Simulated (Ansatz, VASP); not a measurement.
**PbS in VASP and in Ansatz**

```xyz
2
Lattice="0.0890 3.0095 3.0095 3.0095 0.0890 3.0095 3.0095 3.0095 0.0890" Properties=species:S:1:pos:R:3 pbc="T T T"
Pb    0.0000    0.0000    0.0000
S     3.0540    3.0540    3.0539
```

Change from the starting cell: equal xy, yz and zx shear strains of +3 %, crystal datasets.

Alike in both runs: task electric field gradients; functional PBE; k mesh 8 × 8 × 8; occupations fermi-dirac, width 0.01 eV; no spin polarisation.

|  | VASP | Ansatz |
| --- | --- | --- |
| version | VASP 6.6.1 | Ansatz 0.2.0 |
| potentials or method | VASP PAW PBE potentials, release 64 (Pb_d, S), cutoff 520 eV | all-electron PAW with datasets made for the crystal, scalar-relativistic |

```tsv
	VASP	Ansatz	Ansatz less VASP
pressure (GPa)	2.2	2.3	+0.08
largest component of the traceless stress (GPa)	0.62	0.62	-0.002
Vzz of the field gradient on the site that differs most (V/Å²)	-6.3	-12.9	-6.60
```

Ansatz ran all-electron here, so the differences hold the error of VASP's frozen core and of both bases. Ansatz warned: «gradients_without_spin_orbit».
